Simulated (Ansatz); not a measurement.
A (001) slab of Ti (P6_3/mmc (No. 194)), 5 planes, outer planes Ti (top) and Ti (bottom), with 5 atoms (Ti5) in a surface cell of A = 7.478 Å², as cut from the bulk:

```
Ti
1.0
     2.93846    0.00000    0.00000
    -1.46923    2.54478    0.00000
     0.00000    0.00000   24.30127
Ti
5
Direct
  0.33333 0.66667 0.30863
  0.66667 0.33333 0.40431
  0.33333 0.66667 0.50000
  0.66667 0.33333 0.59569
  0.33333 0.66667 0.69137
```

Theory: DFT PBE, scalar-relativistic, plane waves, PAW in Ansatz 0.2.0. Plane waves to 420 eV, a k mesh through Γ of 12×12×1 on the computed 5-atom cell and Gaussian smearing (0.10 eV); no spin polarisation.

Against the same 5 atoms in the bulk, the slab as cut lies 1.959 eV higher and the relaxed slab 1.839 eV higher.

(1) Work out the surface energy before and after relaxation.

(2) What is the ideal work of this cut, per area?

Results:

(1) The slab has two faces, so γ = (E_slab − N·E_bulk)/(2A), the mean of both. As cut: 1.959/(2 × 7.478) = 0.1310 eV/Å², and 1 eV/Å² = 16.02 J/m², so γ = 2.10 J/m². Relaxed: 1.839/(2 × 7.478) = 0.1230 eV/Å² = 1.97 J/m². Relaxation recovers 6 % of the cost of cutting.

(2) Griffith's ideal work is 2γ: 4.20 J/m² if the new faces stay rigid, 3.94 J/m² if they relax. One thickness was run, 5 planes, so γ can still shift with it.